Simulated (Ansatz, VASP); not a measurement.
TaSi2: VASP beside Ansatz

```
Ta Si
1.0
     0.00000    3.44527    3.44527
     3.44527    0.00000    3.44527
     3.44527    3.44527    0.00000
Ta Si
2 4
Direct
  0.00000 0.00000 0.00000
  0.25000 0.25000 0.25000
  0.62500 0.62500 0.62500
  0.12500 0.62500 0.62500
  0.62500 0.62500 0.12500
  0.62500 0.12500 0.62500
```

Alike in both runs: functional r2SCAN; k mesh 4 × 4 × 4; occupations gaussian, width 0.1 eV; no spin polarisation.

Ansatz relaxed the structure, and its values are those at the end. VASP's run is a single point on that final structure, the one shown.

```csv
,VASP,Ansatz
version,VASP 6.6.1,Ansatz 0.2.0
potentials or method,"VASP PAW PBE potentials, release 64 (Ta_pv, Si)","scalar-relativistic, plane waves, PAW"
plane-wave cutoff (eV),520,500
valence electrons in the cell,38,42
```

```tsv
	VASP	Ansatz	Ansatz less VASP
gap on the k mesh at the Fermi level (eV)	none	none	-
pressure (GPa)	0.4	0.0	-0.36
```

A gap of «none» marks a metal or a gap that the smearing closes. The two sets of potentials don't hold the same shells in valence.

Caveats: the k mesh is coarse (spacing up to 0.39 Å⁻¹), so the values aren't converged; the PAW data sets were made with another functional, which shifts forces and pressure a little (VASP). Spin-orbit coupling is left out, which matters for the levels of Ta.
